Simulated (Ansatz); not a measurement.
The calculation used DFT PBE, scalar-relativistic, plane waves, PAW in Ansatz 0.2.0. All cells share a 420 eV cutoff and Γ-centred k meshes spaced at most about 0.3 Å⁻¹ (about 0.25 or finer for metals, 2π included). No spin polarisation.

Each guess is relaxed in cell and atoms at zero pressure, on a coarse mesh first where it starts far from rest and then on a converged one. The steps can't lower the symmetry of the start, but it can rise. Energies are static (0 K, no zero-point motion).

Two unrelaxed guesses for TaH₅:

Guess 1.

```
Ta H
1.0
     4.28984    0.00000    0.00000
    -2.14492    3.71511    0.00000
     0.00000    0.00000    3.40746
Ta H
1 5
Direct
  0.00000 0.00000 0.00000
  0.00000 0.50000 0.50000
  0.33333 0.66667 0.00000
  0.66667 0.33333 0.00000
  0.50000 0.00000 0.50000
  0.50000 0.50000 0.50000
```

Guess 2.

```
Ta H
1.0
     3.99254    0.00000    0.00000
    -1.99627    3.45764    0.00000
     0.00000    0.00000    3.96923
Ta H
1 5
Cartesian
  0.0000 0.0000 1.9846
  2.6750 0.0000 0.0000
  0.6588 1.1410 0.0000
  -1.3375 2.3166 0.0000
  1.9963 1.1525 1.9846
  0.0000 2.3051 1.9846
```

Question: Do they relax into the same structure? If not, which is lower?

Answer: No. Guess 2 ends lower, by 0.30 eV/atom. Guess 1: P6/mmm at 9.1 Å³/atom → P6/mmm (CaCu5 type) at 5.1 Å³/atom; Guess 2: P-62m at 9.1 Å³/atom → P-62m at 5.7 Å³/atom. Counting H atoms around Ta (those within 1.25 times the shortest such distance or 1.15 times the sum of covalent radii; a plus sign parts nearer from farther groups), the end of guess 1 has Ta 6+12 and the end of guess 2 has Ta 12. End of guess 1. Conventional cell: a = 3.428 Å, c = 2.996 Å. Around Ta lie 6 H at 1.98 Å, 12 H at 2.28 Å and 2 Ta at 3.00 Å; H on a site of symmetry mmm is surrounded by 8 H at 1.71–1.80 Å (long contacts); H on a site of symmetry -6m2 is surrounded by 6 H at 1.80 Å, 3 H at 1.98 Å and 3 Ta at 1.98 Å. End of guess 2. Conventional cell: a = 3.554 Å, c = 3.131 Å. Ta has 6 H at 1.90 Å and 6 H at 2.05 Å; H on a site of symmetry m2m has 2 H at 1.87 Å, 2 Ta at 1.90 Å, 4 H at 2.00 Å and 4 H at 2.15 Å; around H on a site of symmetry -6 lie 9 H at 2.00–2.05 Å and 3 Ta at 2.05 Å.

Cells without such a test can be saddle points. Shaken at random and relaxed again, the end of guess 2 came back. Even the lowest of the cells shown lies +0.14 eV/atom against the elements. Spin–orbit coupling, which can matter for Ta, is left out. With hydrogen, zero-point motion can shift such differences by 10 meV/atom or more. Some types were kept out of the candidates beforehand, so the set may lack a known form.
